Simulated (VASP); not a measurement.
## Sr: single point with PBE

Crystal: Sr.

```xyz
4
Lattice="-4.1585 4.1585 3.5768 4.1585 -4.1585 3.5768 4.1585 4.1585 -3.5768" Properties=species:S:1:pos:R:3 pbc="T T T"
Sr    1.3772    2.8131    0.0390
Sr    2.8477    1.3947    3.6066
Sr   -1.4033    2.7606    3.5719
Sr    5.5547    1.3577   -0.0008
```

This isn't the form of Sr at room conditions, which is fcc.

The cell isn't the ideal one: atoms moved at random, drawn with an rms of 0.05 Å.

```yaml
Program: VASP 6.6.1
Task: single point
Functional: PBE
Potentials_or_basis: VASP PAW PBE potentials, release 64 (Sr_sv)
Cutoff: 520 eV
k_mesh: 5 × 5 × 5
Occupations: fermi-dirac, width 0.05 eV
Spin: no spin polarisation
```

```
Pressure               : -0.3 GPa
Largest force          : 0.199 eV/Å
Band gap on the k mesh : none (metal or under the smearing width)
```

Forces in eV/Å, atoms in the order of the input:
```
Sr   0.119 -0.156 -0.030
Sr  -0.180  0.083 -0.006
Sr   0.029  0.005  0.022
Sr   0.032  0.068  0.014
```

Levels at points of the mesh, in eV from the Fermi level:
```tsv
k point	band 16	band 17	band 18	band 19	band 20	band 21	band 22	band 23	band 24	band 25
(0.00, 0.00, 0.00)	-18.65	-3.43	-0.09	0.18	0.22	0.25	0.25	0.37	1.06	1.08
```

It took 5.4 min on 1 thread of AMD EPYC 9R45 96-Core Processor (Zen 5) (shared host), peak memory 0.54 GiB.
